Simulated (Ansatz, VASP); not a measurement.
CoSi2: VASP beside Ansatz

```
Co Si
1.0
     0.00000    2.67992    2.67992
     2.67992    0.00000    2.67992
     2.67992    2.67992    0.00000
Co Si
1 2
Direct
  0.00000 0.00000 0.00000
  0.25000 0.25000 0.25000
  0.75000 0.75000 0.75000
```

Alike in both runs: functional PBE; k mesh 14 × 14 × 14; occupations gaussian, width 0.1 eV; no spin polarisation.

Ansatz relaxed the structure, and its values are those at the end. VASP's run is a single point on that final structure, the one shown.

```csv
,VASP,Ansatz
version,VASP 6.6.1,Ansatz 0.2.0
potentials or method,"VASP PAW PBE potentials, release 64 (Co, Si)","scalar-relativistic, plane waves, PAW"
plane-wave cutoff (eV),520,420
valence electrons in the cell,17,25
```

Ansatz gave:

```
gap on the k mesh at the Fermi level (eV) : none
pressure (GPa)                            : 0.0
```

Task: Estimate VASP's values.

Result: gap on the k mesh at the Fermi level (eV): none; pressure (GPa): -0.2.

A gap of «none» marks a metal or a gap that the smearing closes. The two sets of potentials don't hold the same shells in valence.

Spin polarisation is off, so any magnetic state and its effect on volume and gap are missing.
